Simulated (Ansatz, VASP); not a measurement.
Ag in VASP and in Ansatz

```
Ag
1.0
     0.00000    1.94288    1.94288
     1.94288    0.00000    1.94288
     1.94288    1.94288    0.00000
Ag
1
Direct
  0.00000 0.00000 0.00000
```

Change from the starting cell: volume scaled by 0.822, to set the pressure.

Alike in both runs: task single point; functional PBE; k mesh 17 × 17 × 17; occupations fermi-dirac, width 0.08 eV; no spin polarisation.

|  | VASP | Ansatz |
| --- | --- | --- |
| version | VASP 6.6.1 | Ansatz 0.2.0 |
| potentials or method | VASP PAW PBE potentials, release 64 (Ag) | PAW with Ansatz's default frozen-core files, scalar-relativistic |
| plane-wave cutoff (eV) | 520 | 420 |
| valence electrons in the cell | 11 | 19 |

```tsv
	VASP	Ansatz	Ansatz less VASP
pressure (GPa)	30.7	31.2	+0.44
```

The functional is the same, so the differences come from potentials, cutoffs and numerics. The two sets of potentials don't hold the same shells in valence.

Caveats: so large a pressure means that the cell lies far from this level's equilibrium, or that cutoff or potentials fall short (VASP).
